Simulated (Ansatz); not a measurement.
MnS:

```
Mn S
1.0
     0.00000    2.60450    2.60450
     2.60450    0.00000    2.60450
     2.60450    2.60450    0.00000
Mn S
1 1
Direct
  0.00000 0.00000 0.00000
  0.50000 0.50000 0.50000
```

Base run:

- Program: Ansatz 0.2.0
- Functional: PBEsol
- Potentials or basis: Ansatz PAW
- Cutoff: 420 eV (not typed: the program's choice for these potentials)
- k mesh: 9 × 9 × 9
- Occupations: fermi-dirac, width 0.05 eV
- Spin: collinear spin, ferromagnetic start
- Starting moments: [4.0, 0.0] μB
- Hubbard terms: Mn d U = 5 eV

Its results: band gap on the k mesh 1.01 eV, indirect (least direct gap 2.95 eV); pressure 2.2 GPa; net moment 5.00 μB per cell; site moments Mn +4.52; S +0.09 μB.

Task: The run is repeated on the same cell with these changes: hubbard terms from Mn d U = 5 eV to Mn d U = 3 eV. What comes out?

Result: Band gap on the k mesh 0.44 eV, indirect (least direct gap 2.10 eV); pressure 0.1 GPa; net moment 5.00 μB per cell; site moments Mn +4.46; S +0.14 μB.

Caveats: the magnetic or orbital state may not be the lowest; odd divisions of the mesh miss points on the zone boundary, where band edges often lie, so the gap on the mesh can be too wide; a cell with one magnetic atom can't hold antiferromagnetic order, which such compounds often take; the PAW data sets come from PBE, with cores solved anew for the run's functional, which leaves a small shift of forces and pressure.

A k mesh can miss the band edges.
